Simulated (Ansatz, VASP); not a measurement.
**Ce in VASP and in Ansatz**

```xyz
1
Lattice="0.0000 2.3205 2.3205 2.3205 0.0000 2.3205 2.3205 2.3205 0.0000" Properties=species:S:1:pos:R:3 pbc="T T T"
Ce    0.0000    0.0000    0.0000
```

Change from the starting cell: volume scaled by 0.98, PAW files.

Alike in both runs: task electric field gradients; functional r2SCAN; k mesh 15 × 15 × 15; occupations fermi-dirac, width 0.08 eV; no spin polarisation.

```csv
,VASP,Ansatz
version,VASP 6.6.1,Ansatz 0.2.0
potentials or method,"VASP PAW PBE potentials, release 64 (Ce)","PAW with Ansatz's default frozen-core files, scalar-relativistic"
plane-wave cutoff (eV),520,500
valence electrons in the cell,12,12
```

```csv
,VASP,Ansatz,Ansatz less VASP
pressure (GPa),0.5,0.7,+0.27
Vzz of the field gradient on the site that differs most (V/Å²),0.0,0.0,0.00
```

With one functional, cell and mesh, what is left measures potentials, basis and numerics. Ansatz warned: «gradients_without_spin_orbit».

Caveats: the PAW data sets were made with another functional, which shifts forces and pressure a little (VASP). Spin polarisation is off, so any magnetic state and its effect on volume and gap are missing. Spin-orbit coupling is left out, which matters for the levels of Ce.
